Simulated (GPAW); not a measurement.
Runs of GPAW 26.7.0 on Ni. Symmetry: Fm-3m, No. 225, cubic system. Conventional cell: a = 3.475 Å, b = 3.475 Å, c = 3.475 Å, α = 90.00°, β = 90.00°, γ = 90.00°. Ni (site symmetry m-3m) is surrounded by 12 Ni at 2.46 Å. 

```tsv
task	level	potentials or basis	cell	k mesh	smearing	band path	band points	optimizer	fmax	max steps	gap on the mesh (eV)	pressure (GPa)	moment (μB)	V0 of scaled cells (Å³/atom)	B0 (GPa)
band structure	r2SCAN	GPAW PAW data sets (gpaw-data 1.2.1), pw	as given	11 × 11 × 11	fermi-dirac 0.05 eV	GXWKGLUWLK,UX	60	-	-	-	-	4.8	(c)	-	-
relaxation of cell and atoms	RPBE+D3(BJ)	the program's PAW data sets (release 1.2.1) made for this functional, pw	relaxed	13 × 13 × 13	fermi-dirac 0.05 eV	-	-	LBFGS	0.05 eV/Å	40	none	0.7	0.63	-	-
equation of state	BLYP+D3(BJ)	PAW data sets generated in the run's folder for this functional, pw	as given	11 × 11 × 11	fermi-dirac 0.05 eV	-	-	-	-	-	-	-	-	(d)	215
band structure	LDA	the program's PAW data sets (release 1.2.1) made for this functional, pw	as given	11 × 11 × 11	fermi-dirac 0.05 eV	GXWKGLUWLK,UX	80	-	-	-	-	-8.5	(b)	-	-
equation of state	OLYP	PAW data sets generated in the run's folder for this functional, pw	as given	11 × 11 × 11	fermi-dirac 0.05 eV	-	-	-	-	-	-	-	-	(a)	193
single point	LDA	the program's PAW data sets (release 1.2.1) made for this functional, pw	as given	13 × 13 × 13	gaussian 0.02 eV	-	-	-	-	-	none	-8.4	0.62	-	-
relaxation of cell and atoms	PBEsol+D4	PAW data sets generated in the run's folder for this functional, pw	relaxed	13 × 13 × 13	fermi-dirac 0.05 eV	-	-	BFGS	0.02 eV/Å	60	none	0.0	0.63	-	-
equation of state	BP86	PAW data sets generated in the run's folder for this functional, pw	as given	11 × 11 × 11	fermi-dirac 0.05 eV	-	-	-	-	-	-	-	-	10.97	202
```

Alike in all rows: spin collinear, ferromagnetic start; cutoff (eV) 600.

**Question.** Fill in the values left out.

**Answer.** (a) 11.06; (b) 0.57; (c) 0.77; (d) 10.58.

Caveats: the stock nickel data set gives pressures a few GPa off other programs (some runs); each step starts from the last one's moments, so a moment once lost doesn't come back (some runs); later steps reuse the first step's grids (some runs); pairwise dispersion overbinds metals, which lowers pressure and volume (some runs); the PAW data sets were made with another functional, which shifts forces and pressure a little (some runs).

A k mesh can miss the band edges.

A gap of «none» marks a metal or a gap under the smearing width.

Not every run made on this cell is shown here.
